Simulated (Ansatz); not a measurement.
A 12-atom cell of HfO2 (Pca2_1) from a materials database, relaxed with r2SCAN in the PAW code Ansatz. Space group Pca2_1 (No. 29), orthorhombic; a = 5.247 Å, b = 5.030 Å, c = 5.059 Å in the conventional setting, 11.13 Å³ an atom. Hf has 7 O at 2.03–2.24 Å; O has 3 Hf at 2.03–2.14 Å; O has 4 Hf at 2.12–2.24 Å.

The axes x, y and z are those of this cell:
```
CELL_PARAMETERS angstrom
5.24651 0.00000 0.00000
0.00000 5.03037 0.00000
0.00000 0.00000 5.05930
ATOMIC_POSITIONS crystal
Hf 0.03251 0.26702 0.24109
Hf 0.46749 0.26702 0.74109
Hf 0.53251 0.73298 0.24109
Hf 0.96749 0.73298 0.74109
O 0.36703 0.07001 0.38077
O 0.13297 0.07001 0.88077
O 0.73217 0.46109 0.49114
O 0.76783 0.46109 0.99114
O 0.26783 0.53891 0.99114
O 0.23217 0.53891 0.49114
O 0.86703 0.92999 0.38077
O 0.63297 0.92999 0.88077
```

Unstrained: With PBE the valence top lies at Γ and the conduction bottom at k = (0.266, -1/2, 0.354), 4.425 eV higher; the smallest vertical gap, at k = (0.100, 1/2, 0), is 4.638 eV. r2SCAN gives an indirect gap of 4.943 eV, from Γ to k = (0.266, -1/2, 0.354); the least direct gap is 5.164 eV at k = (0.100, 1/2, 0). The HSE06 gap is indirect, 6.083 eV (Γ to k = (0.266, -1/2, 0.354)), below the direct gap of 6.333 eV at k = (0.100, 1/2, 0). Meshes: PBE 6×6×6, r2SCAN 6×6×6, HSE06 4×4×4. Strains are changes of length per length. After each strain the atoms were relaxed again with r2SCAN within the symmetry that the strain leaves, so tilts or polar shifts that break it weren't tested; points keep the names that they have in the unstrained zone. Spin-unpolarised throughout; all numbers are computed.

(1) Apply uniaxial +3.0 % along z, other directions held. How far does the gap move, against the unstrained cell?

(2) Apply uniaxial +2.0 % along z, other directions held. How far does the gap move, against the unstrained cell?

(3) Apply uniaxial +1.0 % along z, other directions held. How far does the gap move, against the unstrained cell?

(4) Apply uniaxial -3.0 % along z, other directions held. How far does the gap move, against the unstrained cell?

(5) Estimate what uniaxial -1.0 % along z, other directions held does to the gap.

(6) Apply uniaxial -2.0 % along z, other directions held. How far does the gap move, against the unstrained cell?

(7) Order the strained cells by their HSE06 gap, smallest first.
A. uniaxial +3.0 % along z, other directions held
B. uniaxial +2.0 % along z, other directions held
C. uniaxial -1.0 % along z, other directions held
D. uniaxial -2.0 % along z, other directions held
E. uniaxial -3.0 % along z, other directions held
F. uniaxial +1.0 % along z, other directions held

Answers

(1) PBE: the gap goes from 4.425 to 4.329 eV (-0.096 eV); the edges go from Γ → (0.266, -1/2, 0.354) to Γ → (0.276, -1/2, 0.359). r2SCAN: the gap goes from 4.943 to 4.837 eV (-0.106 eV); the edges go from Γ → (0.266, -1/2, 0.354) to Γ → (0.276, -1/2, 0.359). HSE06: the gap goes from 6.083 to 5.983 eV (-0.100 eV); the edges go from Γ → (0.266, -1/2, 0.354) to Γ → (0.276, -1/2, 0.359). The r2SCAN energy rises by 12.6 meV an atom.

(2) PBE: the gap goes from 4.425 to 4.360 eV (-0.065 eV); the edges go from Γ → (0.266, -1/2, 0.354) to Γ → (0.276, -1/2, 0.359). r2SCAN: the gap goes from 4.943 to 4.871 eV (-0.072 eV); the edges go from Γ → (0.266, -1/2, 0.354) to Γ → (0.276, -1/2, 0.359). HSE06: the gap goes from 6.083 to 6.015 eV (-0.068 eV); the edges go from Γ → (0.266, -1/2, 0.354) to Γ → (0.276, -1/2, 0.359). The r2SCAN energy rises by 5.6 meV an atom.

(3) PBE: the gap goes from 4.425 to 4.390 eV (-0.035 eV); the edges go from Γ → (0.266, -1/2, 0.354) to Γ → (0.271, -1/2, 0.354). r2SCAN: the gap goes from 4.943 to 4.905 eV (-0.038 eV); the edges go from Γ → (0.266, -1/2, 0.354) to Γ → (0.271, -1/2, 0.354). HSE06: the gap goes from 6.083 to 6.047 eV (-0.036 eV); the edges go from Γ → (0.266, -1/2, 0.354) to Γ → (0.271, -1/2, 0.354). The r2SCAN energy rises by 1.4 meV an atom.

(4) PBE: the gap goes from 4.425 to 4.547 eV (+0.122 eV); the edges go from Γ → (0.266, -1/2, 0.354) to Γ–Y (0.10) → (0.224, -1/2, 0.359). r2SCAN: the gap goes from 4.943 to 5.077 eV (+0.134 eV); the edges go from Γ → (0.266, -1/2, 0.354) to Γ–Y (0.10) → (0.224, -1/2, 0.359). HSE06: the gap goes from 6.083 to 6.214 eV (+0.131 eV); the edges go from Γ → (0.266, -1/2, 0.354) to Γ–Y (0.10) → (0.224, -1/2, 0.359). The r2SCAN energy rises by 12.8 meV an atom.

(5) PBE: the gap goes from 4.425 to 4.462 eV (+0.037 eV); the edges go from Γ → (0.266, -1/2, 0.354) to Γ → (0.255, -1/2, 0.354). r2SCAN: the gap goes from 4.943 to 4.983 eV (+0.040 eV); the edges go from Γ → (0.266, -1/2, 0.354) to Γ → (0.255, -1/2, 0.354). HSE06: the gap goes from 6.083 to 6.122 eV (+0.039 eV); the edges go from Γ → (0.266, -1/2, 0.354) to Γ → (0.255, -1/2, 0.354). The r2SCAN energy rises by 1.4 meV an atom.

(6) PBE: the gap goes from 4.425 to 4.502 eV (+0.077 eV); the edges go from Γ → (0.266, -1/2, 0.354) to Γ–Y (0.06) → (0.240, -1/2, 0.359). r2SCAN: the gap goes from 4.943 to 5.028 eV (+0.085 eV); the edges go from Γ → (0.266, -1/2, 0.354) to Γ–Y (0.06) → (0.240, -1/2, 0.359). HSE06: the gap goes from 6.083 to 6.165 eV (+0.082 eV); the edges go from Γ → (0.266, -1/2, 0.354) to Γ–Y (0.06) → (0.240, -1/2, 0.359). The r2SCAN energy rises by 5.7 meV an atom.

(7) A (5.98 eV), B (6.01 eV), F (6.05 eV), C (6.12 eV), D (6.17 eV), E (6.21 eV).

Spin-orbit coupling is left out, which matters wherever the heavy atoms make up the band edges.

Where an edge lies off the special points, it is a point of the mesh or the k point where a search put PBE's edge or least direct gap, reused for the other functionals, whose own edges may lie a little apart.

Coordinates of k points refer to the reciprocal vectors of the primitive cell of the runs.

The meshes of the hybrids are coarse, so their gaps aren't converged to the digits shown.
